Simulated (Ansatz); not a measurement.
Consider the formal exchange of groups at a Ge–C bond: `O=C[CH2][GeH3]` + `C[SiH2][GeH3]` → `[GeH3][SiH2][GeH3]` + `CCC=O`.

Gas-phase electronic energies from Ansatz, PBE0-D4/def2-TZVP geometries. CBS: MP2 limit from def2 TZ/QZ plus the TZ coupled-cluster correction, frozen cores. DFT in def2-TZVPP. B3LYP here is the variant with VWN-RPA as its local correlation; programs differ in this. For Ge outer-core shells are correlated without core-valence functions, which leaves a few kJ/mol of doubt a bond. Scalar relativity is left out up to krypton. Each species was taken in one conformer, which may not be the lowest.

`O=C[CH2][GeH3]`:

Z-matrix (Å, degrees):
```
C
C 1 1.484
Ge 1 1.981 2 109.8
H 1 1.091 2 110.7 3 -119.1
H 1 1.093 2 110.9 3 117.5
O 2 1.203 1 124.8 3 97.5
H 2 1.113 1 115.0 3 -80.7
H 3 1.533 1 109.1 2 -64.5
H 3 1.537 1 109.4 2 55.8
H 3 1.536 1 108.2 2 175.2
```

`C[SiH2][GeH3]`:

Cartesian coordinates in Å:
```
C -0.506 0.699 1.524
Si -0.415 0.694 -0.349
Ge 0.795 -1.192 -1.150
H -1.063 1.569 1.880
H 0.494 0.732 1.961
H -1.007 -0.199 1.890
H 0.254 1.932 -0.837
H -1.786 0.663 -0.932
H 0.127 -2.504 -0.698
H 2.235 -1.191 -0.603
H 0.872 -1.204 -2.687
```

`[GeH3][SiH2][GeH3]`:

```xyz
11

Ge   -0.096    1.521   -1.275
Si   -0.958   -0.064    0.276
Ge    0.780   -1.475    1.078
H    -1.204    2.445   -1.806
H     0.548    0.795   -2.469
H     0.981    2.388   -0.601
H    -2.004   -0.890   -0.387
H    -1.586    0.652    1.420
H     1.864   -0.635    1.775
H     1.433   -2.228   -0.094
H     0.243   -2.509    2.082
```

`CCC=O`:

```xyz
10

C     0.113   -0.242    1.128
C     0.175    0.566   -0.162
C    -0.293   -0.238   -1.338
O     0.326   -0.404   -2.352
H     0.377    0.377    1.987
H    -0.891   -0.639    1.301
H     0.806   -1.086    1.097
H     1.180    0.936   -0.368
H    -0.495    1.432   -0.082
H    -1.298   -0.703   -1.210
```

```
             level  ΔE (kJ/mol)  difference from CCSD(T)/CBS
            PBE-D4          3.0                         -6.3
           PBE0-D4          2.7                         -6.6
          B3LYP-D4          7.7                         -1.6
           ωB97M-V         10.7                          1.4
            B2PLYP         10.0                          0.7
               PBE          2.5                         -6.8
            r2SCAN          8.6                         -0.7
              PBE0          2.4                         -6.9
             B3LYP          6.9                         -2.4
    MP2/def2-TZVPP         15.6                          6.3
CCSD(T)/def2-TZVPP          8.8                         -0.5
     HF/def2-QZVPP          6.9                         -2.4
    MP2/def2-QZVPP         16.0                          6.7
      HF/CBS(def2)          7.0                         -2.3
     MP2/CBS(def2)         16.1                          6.8
    CCSD/CBS(def2)          8.6                         -0.7
       CCSD(T)/CBS          9.3                            0
```

Largest T1 diagnostic among the species: 0.013.

CCSD(T)/CBS has its own doubt, a few kJ/mol and more with outer-core shells, so smaller differences from it don't rank the levels.
